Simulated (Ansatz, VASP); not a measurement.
# Fe: VASP beside Ansatz

```
Fe
1.0
    -1.37460    1.37460    1.37460
     1.37460   -1.37460    1.37460
     1.37460    1.37460   -1.37460
Fe
1
Direct
  0.00000 0.00000 0.00000
```

Alike in both runs: task single point; functional LDA; k mesh 16 × 16 × 16; occupations fermi-dirac, width 0.1 eV; collinear spin.

|  | VASP | Ansatz |
| --- | --- | --- |
| version | VASP 6.6.1 | Ansatz 0.2.0 |
| potentials or method | VASP PAW LDA potentials, release 64 (Fe) | plane waves (420 eV) with PAW, scalar-relativistic |
| plane-wave cutoff (eV) | 520 | 420 |
| valence electrons in the cell | 8 | 16 |

Ansatz gave:

| Item | Value |
| --- | --- |
| pressure (GPa) | 0.2 |
| net moment per atom (μB) | 1.97 |
| size of the moment on the site where the two differ most (μB) | 1.97 |

Task: Estimate VASP's values.

Result: Pressure (GPa): -0.7; net moment per atom (μB): 1.94; size of the moment on the site where the two differ most (μB): 1.90.

Site moments also hang on the region over which each program counts them. The two sets of potentials don't hold the same shells in valence. Ansatz warned: «pseudo_functional_mismatch».
